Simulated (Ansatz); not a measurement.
The system is ZrC.

```
Zr C
1.0
     0.00000    2.36500    2.36500
     2.36500    0.00000    2.36500
     2.36500    2.36500    0.00000
Zr C
1 1
Direct
  0.50000 0.50000 0.50000
  0.00000 0.00000 0.00000
```

Base run:

- Program: Ansatz 0.2.0
- Functional: LDA
- Potentials or basis: Ansatz PAW
- Cutoff: 420 eV (not typed: the program's choice for these potentials)
- k mesh: 10 × 10 × 10
- Occupations: fermi-dirac, width 0.05 eV
- Spin: no spin polarisation
- Hubbard terms: Zr d U = 1 eV

Its results: band gap on the k mesh none (metal or under the smearing width); pressure -11.2 GPa.

Task: The run is repeated on the same cell with these changes: hubbard terms from Zr d U = 1 eV to Zr d U = 8 eV. What comes out?

Result: Band gap on the k mesh none (metal or under the smearing width); pressure 1.2 GPa.

Caveats: U without spin polarisation on a metal has little footing; the PAW data sets come from PBE, with cores solved anew for the run's functional, which leaves a small shift of forces and pressure; the U is typed as a test and isn't derived for this compound; the density of states is complete only up to the lowest level of the last band computed.
